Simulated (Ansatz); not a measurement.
# Si (Fd-3m) in Ansatz: notebook

Aim: see how the results for Si move with the level of theory and the settings. Levels: PBE, RPBE+D4, revPBE+D3(BJ), revPBE+D4. Tasks: single point, relaxation of cell and atoms.

Everything below comes from runs of Ansatz 0.2.0. Logs are shortened: lines on timing, memory, paths and dates and some standing lists are left out, and cuts for length are marked.

## 1. The crystal as given

The structure is cubic, space group Fd-3m (No. 227). Conventional cell: a = 5.444 Å, b = 5.444 Å, c = 5.444 Å, α = 90.00°, β = 90.00°, γ = 90.00°. Si (site symmetry -43m) has 4 Si at 2.36 Å as nearest neighbours.

## 2. Single point, PBE

Input file input.yaml:

```yaml
crystal:
  lattice:
    - [0.0, 2.7218511865, 2.7218511865]
    - [2.7218511865, 0.0, 2.7218511865]
    - [2.7218511865, 2.7218511865, 0.0]
  atoms:
    - { symbol: Si, position: [0.5, 0.5, 0.5] }
    - { symbol: Si, position: [0.75, 0.75, 0.75] }
hamiltonian:
  xc: pbe
  pseudopotentials: { kind: paw }
kpoints:
  mp_grid: { grid: [8, 8, 8] }
scf:
  occupations: { method: gaussian, width: 0.016 }
output:
  forces: true
  stress: true
  eigenvalues: true
  write_density: true
  write_potential: true
  elf: true
  volumetric_format: npy
```

Potentials or basis: Ansatz PAW.

On the command line:

```console
> ansatz run input.yaml --threads 2 --pin off --max-ram 5632MiB --backend cpu --events-out ev --progress --plain --runs-dir out
```

Standard output:

```text
Warning: RAYON_NUM_THREADS=2 ignored (pool sized by the plan → 2); use --threads N
Engine: ansatz 0.2.0, x86_64-unknown-linux-gnu
Pseudopotentials: kind: paw
Pseudopotential: Si, paw, valence charge 4, recommended cutoff 420 eV (normal), Si.paw.azcp
Functional definition: PBE
  parameter kappa = 0.804
  parameter beta = 0.06672455060314922
  exchange = pbe_x(kappa = kappa, mu = beta*pi^2/3)
  correlation = pbe_c(beta = beta)
Crystal: 2 atoms, lattice volume = 40.330 Å³
Basis set: ecut = 420 eV, 749 PW (Γ), exchange–correlation on 54×54×54 points (8 copies of the dense FFT grid, shifted against one another)
Bands: 8, of which v1, the nominal top of the filled ones, is band 4 counted from 1 (3 counted from 0)
Symmetry: 48 space group operations
Space group: Fd-3m (ITA 227), of the structure as read, at distance tolerance 3.4e-5 Å
k-points: 29 of 512
Non-local potential: Si, projectors of the file, l = 0: 2, l = 1: 2, l = 2: 2
PAW form: soft (Blöchl's): semilocal exchange-correlation on the pseudo side does not see the compensation charge
PAW one-centre angular grid: Si, 110 points (default); XC on 64 Gauss nodes
Initial density: superposition of atomic densities (neutral atoms: chi_scale 0, normalization atom), corrected by the library's trained network
Initial wavefunctions: pseudopotential atomic-orbital guess
Functional: x = pbe(κ = 0.804, μ = 0.2195149727645171), c = pbe(β = 0.06672455060314922)
SCF iter   1: F=—  HF=-1271.613597 eV  |F-HF|=—  |Δ(HF+E_count)|=         —  Δρ=1.15e-3  dr2=2.92e-4  ethr=1.77e-3  ⟨swp⟩=6.2  Hψ=2106  notcnv=0
preconditioner: auto → none  [insulator: Δε(μ)=0.625 eV  Ē_g=9.448 eV  σ=0.016 eV  W_gap=1.00  n_scr=8 (ndim 8)  ℏωp=16.5 eV  f_vac=0.000  D(μ)=0.00/eV (n_scr^D=0)  ε∞_Penn≈4.1]
SCF iter   2: F=—  HF=-1271.613992 eV  |F-HF|=—  |Δ(HF+E_count)|=   3.96e-4  Δρ=4.75e-4  dr2=4.65e-5  ethr=3.65e-6  ⟨swp⟩=2.1  Hψ=636  notcnv=0
SCF iter   3: F=—  HF=-1271.614035 eV  |F-HF|=—  |Δ(HF+E_count)|=   4.24e-5  Δρ=9.47e-5  dr2=2.27e-6  ethr=5.81e-7  ⟨swp⟩=2.1  Hψ=349  notcnv=0
SCF iter   4: F=—  HF=-1271.614036 eV  |F-HF|=—  |Δ(HF+E_count)|=   1.43e-6  Δρ=2.04e-5  dr2=1.25e-7  ethr=2.84e-8  ⟨swp⟩=2.0  Hψ=348  notcnv=0
iter 5 did not close the SCF: its close was put off for the readings that it lacked (scf_convergence_deferred on its scf_iter line)
SCF iter   5: F=-1271.614036 eV  HF=-1271.614036 eV  |F-HF|=8.25e-10  |Δ(HF+E_count)|=   2.77e-8  Δρ=2.70e-6  dr2=1.36e-9  ethr=1.56e-9  ⟨swp⟩=2.0  Hψ=348  notcnv=0
SCF iter   6: F=-1271.614036 eV  HF=-1271.614036 eV  |F-HF|=4.32e-12  |Δ(HF+E_count)|=  9.82e-10  Δρ=3.47e-7  dr2=3.01e-11  ethr=1.70e-11  ⟨swp⟩=4.3  Hψ=1059  notcnv=0
SCF 1 converged in 6 iterations: F = -1271.614036 eV  dr2 = 3.01e-11
SCF converged after 6 iterations
Free energy (F): -1271.614036 eV
Harris-Foulkes:  -1271.614036 eV  (|F-HF|=4.32e-12)
Internal energy: -1271.614036 eV  (E = F + TS)
E sigma→0 (E₀):  -1271.614036 eV
Fermi energy:    6.468267 eV
--- Per-component energies (eV) ---
  E_band       = 8.903283
  E_kinetic    = 80.630221
  E_local      = -55.275743  (includes V_loc(G=0)·N_el)
  E_nonlocal   = 51.928301
  E_hartree    = 15.012102
  E_xc         = -110.333275
  E_vxc        = -93.430936  (∫ρ·V_xc dr)
  E_paw        = -1025.589694  (= ΣΔE_a)
  E_vpaw       = -4.972801  (= ΣTr[D̂ρ^β])
  E_aug_tail   = 0.000012  (compensation charges beyond the density's cutoff)
  E_ewald      = -227.985960
  E_smearing   = -0.000000  (= −TS)
  E_closure    = 0.000000  (closes the sum)
  Σ components = -1271.614036   (vs F -1271.614036, Δ=0.00e0)
--- Forces (eV/Å), atoms counted from 1 ---
  atom   1  Si    -0.00000000     0.00000000    -0.00000000
  atom   2  Si     0.00000000     0.00000000     0.00000000
  max |Σ_I F_I| component: 6.48e-17 eV/Å
--- Stress (GPa, compression-positive) ---
        1.342898      -0.000000      -0.000000
       -0.000000       1.342898      -0.000000
       -0.000000       0.000000       1.342898
  P = ⅓ Tr σ = 1.3429 GPa (13.429 kbar)
--- Band table (eV; the first three rows and the last of 29) ---
  k-point 0: bands = ["-5.7567", "6.1558", "6.1558", "6.1558", "8.7131", "8.7131", "8.7131", "9.4376"]
  k-point 1: bands = ["-5.5538", "4.5593", "5.8688", "5.8688", "8.6346", "9.1346", "9.1346", "10.8017"]
  k-point 2: bands = ["-4.9621", "2.2422", "5.4006", "5.4006", "8.1576", "9.6529", "9.6529", "13.0138"]
  k-point 28: bands = ["-1.4777", "-1.4777", "2.3347", "2.3347", "10.4237", "10.4237", "11.1305", "11.1305"]
```

rho_z.tsv:

```text
# z_ang	rho[e/angstrom^3]
# format = ansatz-planar-average/11
# lattice	0.000000000	2.721851186	2.721851186
# lattice	2.721851186	0.000000000	2.721851186
# lattice	2.721851186	2.721851186	0.000000000
# sites	2
# site	14	2.721851186	2.721851186	2.721851186
# site	14	4.082776780	4.082776780	4.082776780
0.000000	1.400890e-1
0.142566	1.312376e-1
0.285132	1.248734e-1
0.427698	1.217520e-1
0.570264	1.222035e-1
0.712829	1.261826e-1
[... 19 lines left out ...]
3.564147	1.618937e-1
3.706713	1.504596e-1
```

Wall time 0.8 s (2 threads of Intel Xeon at 2.70GHz, shared host); peak memory 0.3 GiB.

Results:

```
Free energy            : -1271.6140 eV
Pressure               : 1.3 GPa
Band gap on the k mesh : 0.63 eV, indirect (least direct gap 2.56 eV)
```

Levels at points of the mesh, in eV from the valence-band top:
| k point | band 1 | band 2 | band 3 | band 4 | band 5 | band 6 | band 7 | band 8 |
| --- | --- | --- | --- | --- | --- | --- | --- | --- |
| (0.00, 0.00, 0.00) | -11.91 | 0.00 | 0.00 | 0.00 | 2.56 | 2.56 | 2.56 | 3.28 |
| (0.00, 0.00, -0.50) | -9.60 | -6.94 | -1.19 | -1.19 | 1.51 | 3.34 | 3.34 | 7.71 |
| (0.00, -0.50, -0.50) | -7.79 | -7.79 | -2.83 | -2.83 | 0.72 | 0.72 | 10.04 | 10.04 |

A k mesh can miss the band edges.

## 3. Relaxation of cell and atoms, RPBE+D4

input.yaml: that of step 2 with these lines changed.

```diff
@@ -9,4 +9,5 @@
 hamiltonian:
-  xc: pbe
+  xc: rpbe
   pseudopotentials: { kind: paw }
+  dispersion: d4
 kpoints:
@@ -14,3 +15,3 @@
 scf:
-  occupations: { method: gaussian, width: 0.016 }
+  occupations: { method: fermi_dirac, width: 0.05 }
 output:
@@ -18,3 +19,2 @@
   stress: true
-  eigenvalues: true
   write_density: true
@@ -23 +23,5 @@
   volumetric_format: npy
+relax:
+  f_tol: 0.01
+  max_steps: 40
+  cell: { stress_tol: 0.05 }
```

Potentials or basis: Ansatz PAW.

On the command line:

```console
> ansatz run input.yaml --threads 2 --pin off --max-ram 5632MiB --backend cpu --events-out ev --progress --plain --runs-dir out
```

It took 2.8 s on 2 threads of Intel Xeon at 2.70GHz, shared host; peak memory 0.32 GiB.

It converged, with:

```yaml
Free_energy: -1279.0839 eV
Relaxed_volume: 19.54 Å³/atom
Relaxed_cell: a = 3.809 Å, b = 3.809 Å, c = 3.809 Å, α = 60.00°, β = 60.00°, γ = 60.00°
Space_group_after_relaxing_to_0.05_Å: Fd-3m (No. 227)
Energy_gained_by_relaxing: 5.6 meV/atom
Ionic_steps: 4
Pressure_after_relaxing: 0.0 GPa
Band_gap_on_the_k_mesh: 0.63 eV, indirect (least direct gap 2.58 eV)
```

The path:
```tsv
step	energy change (eV)	largest force (eV/Å)	volume (Å³)
1	0.0000	0.0000	40.33
2	-0.0105	0.0000	39.41
3	-0.0112	0.0000	39.08
4	-0.0111	0.0000	39.08
```

Final structure:
```yaml
crystal:
  lattice:
    - [0.00000, 2.69336, 2.69336]
    - [2.69336, 0.00000, 2.69336]
    - [2.69336, 2.69336, 0.00000]
  atoms:
    - { symbol: Si, position: [0.50000, 0.50000, 0.50000] }
    - { symbol: Si, position: [0.75000, 0.75000, 0.75000] }
```

Levels at points of the mesh, in eV from the valence-band top:
| k point | band 1 | band 2 | band 3 | band 4 | band 5 | band 6 | band 7 | band 8 |
| --- | --- | --- | --- | --- | --- | --- | --- | --- |
| (0.00, 0.00, 0.00) | -12.12 | 0.00 | 0.00 | 0.00 | 2.58 | 2.58 | 2.58 | 3.77 |
| (0.00, 0.00, -0.50) | -9.73 | -7.07 | -1.22 | -1.22 | 1.70 | 3.34 | 3.34 | 7.88 |
| (0.00, -0.50, -0.50) | -7.88 | -7.88 | -2.92 | -2.92 | 0.72 | 0.72 | 10.37 | 10.37 |

Caveat: the plane-wave basis is chosen anew once the cell has moved, so the energies of steps on either side of that aren't comparable; the PAW data sets come from PBE, with cores solved anew for the run's functional, which leaves a small shift of forces and pressure.

## 4. Relaxation of cell and atoms, revPBE+D3(BJ)

input.yaml: that of step 3 with these lines changed.

```diff
@@ -9,5 +9,5 @@
 hamiltonian:
-  xc: rpbe
+  xc: revpbe
   pseudopotentials: { kind: paw }
-  dispersion: d4
+  dispersion: d3bj
 kpoints:
@@ -19,6 +19,2 @@
   stress: true
-  write_density: true
-  write_potential: true
-  elf: true
-  volumetric_format: npy
 relax:
```

Potentials or basis: Ansatz PAW.

On the command line:

```console
> ansatz run input.yaml --threads 2 --pin off --max-ram 5632MiB --backend cpu --events-out ev --progress --plain --runs-dir out
```

Standard output:

```text
Warning: RAYON_NUM_THREADS=2 ignored (pool sized by the plan → 2); use --threads N
[... 3 set-up lines as earlier in the session ...]
Functional definition: revPBE
  parameter kappa = 1.245
[... 3 set-up lines as earlier in the session ...]
Crystal: 2 atoms, lattice volume = 40.330 Å³
Basis set: ecut = 420 eV, 749 PW (Γ), exchange–correlation on 54×54×54 points (8 copies of the dense FFT grid, shifted against one another)
Bands: 8, of which v1, the nominal top of the filled ones, is band 4 counted from 1 (3 counted from 0)
[... 2 set-up lines as earlier in the session ...]
k-points: 29 of 512
[... 2 set-up lines as earlier in the session ...]
PAW frozen core: Si, regenerated for the run's functional, and the local potential with it (the file was generated under x = pbe(κ = 0.804, μ = 0.2195149727645171), c = pbe(β = 0.06672455060314922))
[... 1 set-up line as earlier in the session ...]
[... 56 lines left out ...]
  E_local      = -52.776768  (includes V_loc(G=0)·N_el)
  E_nonlocal   = 51.431193
  E_hartree    = 14.671019
  E_xc         = -110.848261
  E_vxc        = -93.784058  (∫ρ·V_xc dr)
  E_paw        = -1029.909924  (= ΣΔE_a)
  E_vpaw       = -4.611146  (= ΣTr[D̂ρ^β])
  E_aug_tail   = 0.000012  (compensation charges beyond the density's cutoff)
  E_ewald      = -230.090621
  E_disp       = -1.255460  (pairwise vdW)
  E_core_change = -0.037931  (= ΣΔE_core)
  E_smearing   = -0.000028  (= −TS)
  E_closure    = -0.000000  (closes the sum)
  Σ components = -1277.284854   (vs F -1277.284854, Δ=0.00e0)
--- Forces (eV/Å), atoms counted from 1 ---
  atom   1  Si     0.00000000     0.00000000    -0.00000000
  atom   2  Si    -0.00000000     0.00000000     0.00000000
  max |Σ_I F_I| component: 9.25e-18 eV/Å
--- Stress (GPa, compression-positive) ---
        0.037007      -0.000000      -0.000000
       -0.000000       0.037007      -0.000000
       -0.000000       0.000000       0.037007
  P = ⅓ Tr σ = 0.0370 GPa (0.370 kbar)
--- Relaxed structure (3 steps of the walk, 3 accepted, 1 SCFs on fresh bases) ---
  F+E_penalty+E_count = -1277.28485409 eV   max|allowed force component| = 7.401e-17 eV/Å   (the final SCF, on the basis selected at the relaxed cell)
  cell:  # Å, volume = 39.2329 Å³
    - [-5.095372032895591e-34, 2.696954159327114, 2.696954159327114]
    - [2.696954159327114, -4.585834829606031e-34, 2.696954159327114]
    - [2.696954159327114, 2.696954159327114, -1.528611609868677e-34]
  atoms:
    - { symbol: Si, position: [0.5, 0.5, 0.5] }
    - { symbol: Si, position: [0.7499999999999999, 0.7499999999999999, 0.7499999999999999] }
```

Wall time 2.3 s (2 threads of Intel Xeon at 2.70GHz, shared host); peak memory 0.32 GiB.

What came out:

```yaml
Free_energy: -1277.2849 eV
Relaxed_volume: 19.62 Å³/atom
Relaxed_cell: a = 3.814 Å, b = 3.814 Å, c = 3.814 Å, α = 60.00°, β = 60.00°, γ = 60.00°
Space_group_after_relaxing_to_0.05_Å: Fd-3m (No. 227)
Energy_gained_by_relaxing: 4.1 meV/atom
Ionic_steps: 4
Pressure_after_relaxing: 0.0 GPa
Band_gap_on_the_k_mesh: 0.62 eV
```

Step by step:
```tsv
step	energy change (eV)	largest force (eV/Å)	volume (Å³)
1	0.0000	0.0000	40.33
2	-0.0077	0.0000	39.54
3	-0.0084	0.0000	39.23
4	-0.0083	0.0000	39.23
```

Final structure:
```cif
data_structure
_symmetry_space_group_name_H-M 'P 1'
_symmetry_Int_Tables_number 1
_cell_length_a 3.8141
_cell_length_b 3.8141
_cell_length_c 3.8141
_cell_angle_alpha 60.000
_cell_angle_beta 60.000
_cell_angle_gamma 60.000
_cell_volume 39.23
loop_
_atom_site_label
_atom_site_type_symbol
_atom_site_fract_x
_atom_site_fract_y
_atom_site_fract_z
_atom_site_occupancy
Si1 Si 0.50000 0.50000 0.50000 1
Si2 Si 0.75000 0.75000 0.75000 1
```

Caveat: the plane-wave basis is chosen anew once the cell has moved, so the energies of steps on either side of that aren't comparable; the PAW data sets come from PBE, with cores solved anew for the run's functional, which leaves a small shift of forces and pressure. revPBE gaps usually lie below the measured ones, often by a third to a half.

## 5. Relaxation of cell and atoms, revPBE+D4

input.yaml: that of step 4 with these lines changed.

```diff
@@ -11,3 +11,3 @@
   pseudopotentials: { kind: paw }
-  dispersion: d3bj
+  dispersion: d4
 kpoints:
```

On the command line:

```console
> ansatz run input.yaml --threads 2 --pin off --max-ram 5632MiB --backend cpu --events-out ev --progress --plain --runs-dir out
```

It took 2.3 s on 2 threads of Intel Xeon at 2.70GHz, shared host; peak memory 0.32 GiB.

It converged, with:

* Free energy: -1277.2313 eV
* Relaxed volume: 19.62 Å³/atom
* Relaxed cell: a = 3.814 Å, b = 3.814 Å, c = 3.814 Å, α = 60.00°, β = 60.00°, γ = 60.00°
* Space group after relaxing (to 0.05 Å): Fd-3m (No. 227)
* Energy gained by relaxing: 4.2 meV/atom
* Ionic steps: 4
* Pressure after relaxing: 0.0 GPa
* Band gap on the k mesh: 0.62 eV

The path:
| step | energy change (eV) | largest force (eV/Å) | volume (Å³) |
| --- | --- | --- | --- |
| 1 | 0.0000 | 0.0000 | 40.33 |
| 2 | -0.0080 | 0.0000 | 39.52 |
| 3 | -0.0086 | 0.0000 | 39.24 |
| 4 | -0.0085 | 0.0000 | 39.24 |

Final structure:
```xyz
2
Lattice="0.0000 2.6972 2.6972 2.6972 0.0000 2.6972 2.6972 2.6972 0.0000" Properties=species:S:1:pos:R:3 pbc="T T T"
Si    2.6972    2.6972    2.6972
Si    4.0458    4.0458    4.0458
```

Caveat: the plane-wave basis is chosen anew once the cell has moved, so the energies of steps on either side of that aren't comparable; the PAW data sets come from PBE, with cores solved anew for the run's functional, which leaves a small shift of forces and pressure.

## 6. The runs side by side

| task | level | cell | smearing | gap on the mesh (eV) | pressure (GPa) | relaxed volume (Å³/atom) |
| --- | --- | --- | --- | --- | --- | --- |
| single point | PBE | as given | gaussian 0.016 eV | 0.63 | 1.3 | - |
| relaxation of cell and atoms | RPBE+D4 | relaxed | fermi-dirac 0.05 eV | 0.63 | 0.0 | 19.54 |
| relaxation of cell and atoms | revPBE+D3(BJ) | relaxed | fermi-dirac 0.05 eV | 0.62 | 0.0 | 19.62 |
| relaxation of cell and atoms | revPBE+D4 | relaxed | fermi-dirac 0.05 eV | 0.62 | 0.0 | 19.62 |

Alike in all rows: potentials or basis Ansatz PAW; no spin polarisation; k mesh 8 × 8 × 8; cutoff (eV) 420.

Caveats: the plane-wave basis is chosen anew once the cell has moved, so the energies of steps on either side of that aren't comparable (some runs); the PAW data sets come from PBE, with cores solved anew for the run's functional, which leaves a small shift of forces and pressure (some runs).

Total energies depend on the potentials used, so only differences within one code and one set of settings carry meaning.
